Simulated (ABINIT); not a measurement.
Al: band structure with PW91

The system is Al.

```
CELL_PARAMETERS angstrom
0.00000 2.02481 2.02481
2.02481 0.00000 2.02481
2.02481 2.02481 0.00000
ATOMIC_POSITIONS crystal
Al 0.00000 0.00000 0.00000
```

```json
{
 "Program": "ABINIT 10.8.3 (patched build)",
 "Task": "band structure",
 "Functional": "PW91",
 "Potentials or basis": "JTH PAW PBE v2.0",
 "Cutoff": "544 eV",
 "k mesh": "11 × 11 × 11",
 "Occupations": "fermi-dirac, width 0.05 eV",
 "Spin": "no spin polarisation",
 "Fine-grid cutoff": "1088.46 eV",
 "Exchange and correlation inside the PAW spheres": "full angular mesh (pawxcdev 0, this build's default; the released program takes 1)"
}
```

```yaml
Pressure: -0.1 GPa
Band_gap_on_the_k_mesh: none (metal or under the smearing width)
Valence_electrons_inside_the_program's_atomic_spheres: Al 0.74 (radii [1.0074] Å)
```

Levels at the corners of the path, in eV from the Fermi level:
| point | band 1 | band 2 | band 3 | band 4 | band 5 | band 6 | band 7 |
| --- | --- | --- | --- | --- | --- | --- | --- |
| Γ | -11.11 | 12.58 | 12.58 | 12.58 | 13.93 | 13.93 | 13.93 |
| X | -2.93 | -1.61 | 5.27 | 5.52 | 5.52 | 8.99 | 25.23 |
| W | -0.86 | -0.86 | 0.21 | 1.01 | 15.74 | 15.74 | 16.22 |
| K | -1.90 | -1.36 | -0.43 | 6.49 | 8.16 | 15.58 | 21.65 |
| Γ | -11.11 | 12.58 | 12.58 | 12.58 | 13.93 | 13.93 | 13.93 |
| L | -4.57 | -4.40 | 11.26 | 11.26 | 11.45 | 11.45 | 15.14 |
| U | -1.90 | -1.36 | -0.43 | 6.49 | 8.16 | 15.58 | 21.65 |
| W | -0.86 | -0.86 | 0.21 | 1.01 | 15.74 | 15.74 | 16.22 |
| L | -4.57 | -4.40 | 11.26 | 11.26 | 11.45 | 11.45 | 15.14 |
| K | -1.90 | -1.36 | -0.43 | 6.49 | 8.16 | 15.58 | 21.65 |

It took 8.6 s on 1 thread of Arm Neoverse V2 (shared host), peak memory 0.11 GiB.

Caveat: the PAW data sets were made with another functional, which shifts forces and pressure a little.
